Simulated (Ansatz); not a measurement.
Input of an Ansatz 0.2.0 run:

File input.yaml:

```yaml
crystal:
  lattice:
    - [0.0, 3.0702711986, 3.0702711986]
    - [3.0702711986, 0.0, 3.0702711986]
    - [3.0702711986, 3.0702711986, 0.0]
  atoms:
    - { symbol: Cd, position: [0.0, 0.0, 0.0] }
    - { symbol: Se, position: [0.25, 0.25, 0.25] }
hamiltonian:
  xc: pbesol
  pseudopotentials: { kind: paw }
kpoints:
  mp_grid: { grid: [8, 8, 8] }
scf:
  occupations: { method: fermi_dirac, width: 0.05 }
output:
  forces: true
  stress: true
relax:
  f_tol: 0.01
  max_steps: 40
  cell: { stress_tol: 0.05 }
```

Potentials or basis: Ansatz PAW.

Launch:

```sh
$ ansatz run input.yaml --threads 2 --pin off --max-ram 5120MiB --backend cpu --events-out ev --progress --plain --runs-dir out
```

Predict the relaxed cell.

a = 4.301 Å, b = 4.301 Å, c = 4.301 Å, α = 60.00°, β = 60.00°, γ = 60.00°.

Predict the space group after relaxing (to 0.05 Å).

F-43m (No. 216).

Final structure:
```cif
data_structure
_symmetry_space_group_name_H-M 'P 1'
_symmetry_Int_Tables_number 1
_cell_length_a 4.3011
_cell_length_b 4.3011
_cell_length_c 4.3011
_cell_angle_alpha 60.000
_cell_angle_beta 60.000
_cell_angle_gamma 60.000
_cell_volume 56.26
loop_
_atom_site_label
_atom_site_type_symbol
_atom_site_fract_x
_atom_site_fract_y
_atom_site_fract_z
_atom_site_occupancy
Cd1 Cd 0.00000 0.00000 0.00000 1
Se1 Se 0.25000 0.25000 0.25000 1
```
